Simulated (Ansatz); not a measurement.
**SnO (Pmn2_1), random displacements**

Theory: DFT r2SCAN, scalar-relativistic, plane waves, PAW (Ansatz). Cutoff 500 eV, Γ-centred 8×6×6 k-points, Gaussian smearing of 0.05 eV. No spin polarisation. Energies are free energies at this smearing, counted from the undisturbed cell; pressure is positive in compression.

Reference structure (as given, not relaxed at this level; this form isn't the usual structure):

```xyz
4
Lattice="3.3550 0.0000 0.0000 0.0000 5.6741 0.0000 0.0000 0.0000 4.2220" Properties=species:S:1:pos:R:3 pbc="T T T"
Sn    0.0000    1.3159    2.1665
Sn    1.6775    4.3582    0.0555
O     0.0000    5.0570    3.1110
O     1.6775    0.6171    1.0000
```

The cell holds layers and no dispersion correction was added, so their binding is poorly described.

The atoms are displaced (Å, in the unstrained cell):

```csv
atom,ux,uy,uz
Sn1,-0.153,-0.147,0.093
Sn2,-0.150,0.114,-0.166
O3,0.087,0.156,0.006
O4,0.216,-0.123,0.067
```

Strain (Voigt, engineering shear): (0.0079, 0.0114, 0.0007, -0.0224, -0.0333, 0.0228).

(1) What are the energy change, the stress and the forces?

## Answers

(1) ΔE = 309.1 meV/atom; stress (xx, yy, zz, yz, xz, xy; compression positive) (11.96, 17.53, 12.09, -6.75, 11.14, -2.75) GPa; gap on the mesh 1.86 eV.
```csv
atom,Fx (eV/Å),Fy,Fz
Sn1,2.21,5.09,-0.19
Sn2,2.93,-2.19,2.12
O3,-2.16,-1.82,-0.02
O4,-2.98,-1.08,-1.91
```

Cost: 1 run of about 2.2 core-minutes, on Intel Xeon Processor @ 2.50GHz (Skylake/Cascade Lake) (shared hosts).